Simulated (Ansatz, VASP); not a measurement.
Two plane-wave programs on Cs

```
Cs
1.0
    -3.07717    3.07717    3.07717
     3.07717   -3.07717    3.07717
     3.07717    3.07717   -3.07717
Cs
1
Cartesian
  0.0000 0.0000 0.0000
```

Alike in both runs: task single point; functional PBE; k mesh 7 × 7 × 7; occupations gaussian, width 0.01 eV; no spin polarisation.

|  | VASP | Ansatz |
| --- | --- | --- |
| version | VASP 6.6.1 | Ansatz 0.2.0 |
| potentials or method | VASP PAW PBE potentials, release 64 (Cs_sv) | plane waves (420 eV) with PAW, scalar-relativistic |
| plane-wave cutoff (eV) | 520 | 420 |
| valence electrons in the cell | 9 | 9 |

|  | VASP | Ansatz | Ansatz less VASP |
| --- | --- | --- | --- |
| pressure (GPa) | 0.0 | 0.0 | +0.01 |

Spin-orbit coupling is left out, which matters for the levels of Cs.
